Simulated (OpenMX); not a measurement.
InPd:

```
In Pd
1.0
     0.00000    2.74607    2.74607
     2.74607    0.00000    2.74607
     2.74607    2.74607    0.00000
In Pd
1 1
Direct
  0.00000 0.00000 0.00000
  0.50000 0.50000 0.50000
```

The cell was built by a generator and needn't be a form met in nature.

Base run:

| Property | Result |
| --- | --- |
| Program | OpenMX 3.8.5 |
| Functional | PBE |
| Potentials or basis | OpenMX 2013 PBE set, In7.0-s3p2d2, Pd7.0-s3p2d2, grid cutoff 500 Ry |
| k mesh | 7 × 7 × 7 |
| Occupations | fermi-dirac, width 0.05 eV |
| Spin | no spin polarisation |

Its results: pressure 2.3 GPa.

The run is repeated on the same cell with these changes: functional from PBE to LDA; potentials or basis from OpenMX 2013 PBE set, In7.0-s3p2d2, Pd7.0-s3p2d2, grid cutoff 500 Ry to OpenMX 2013 LDA set, In7.0-s3p2d2, Pd7.0-s3p2d2, grid cutoff 500 Ry. What comes out?

Pressure -5.9 GPa.

Caveats: the basis of atomic orbitals isn't converged, which shifts pressures, moduli and gaps.
